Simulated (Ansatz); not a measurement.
BN: energy along a strain

BN, Fmm2, a = 2.508 Å, b = 6.679 Å, c = 4.338 Å. This isn't the usual stable structure of the compound. Ansatz: PBE+D3(BJ), PAW, 420 eV, Γ-centred 12×12×12 mesh on 2 atoms, Gaussian smearing 0.05 eV; no spin polarisation. Cell vectors (Å): 0.000 3.339 2.169; 1.254 0.000 2.169; 1.254 3.339 0.000. The cell is strained by x per cent times the pattern (0 1 0 0 0 0) in the order xx yy zz yz xz xy (engineering shears), with fractional coordinates held. y is the free energy over the start, V0 = 9.081 Å³/atom.

| x (%) | y (meV/atom) |
| --- | --- |
| -6.00 | ? |
| -4.50 | 1.95 |
| -3.00 | 0.79 |
| -1.50 | 0.17 |
| 0.00 | 0.00 |
| 1.50 | 0.21 |
| 3.00 | 0.69 |
| 4.50 | 1.41 |
| 5.25 | 1.87 |
| 6.00 | 2.34 |

Task: Fit y = c1 x + c2 x² + c3 x³ to the other rows, get the stiffness along the pattern, and predict the missing energy.

Result: Least squares on the rows shown. y = 0.01299 x + 0.08327 x² − 0.003443 x³. The clamped-ion stiffness p·C·p = 2 × 0.8327 eV × 160.2 / 9.081 Å³ = 29 GPa, which is C22 in these axes; c1 is there for the stress left in the start, which by itself gives a slope of 0.02 meV/atom per %. At x = -6.00 the fit asked for gives 3.66 meV/atom. The run gave 3.76 meV/atom, so the fit is 0.10 meV/atom too low, a small miss on the scale of the series.

Cost: 10 runs of about 0.91 core-minutes in all, on Intel Xeon Platinum 8259CL (Skylake/Cascade Lake) (shared hosts).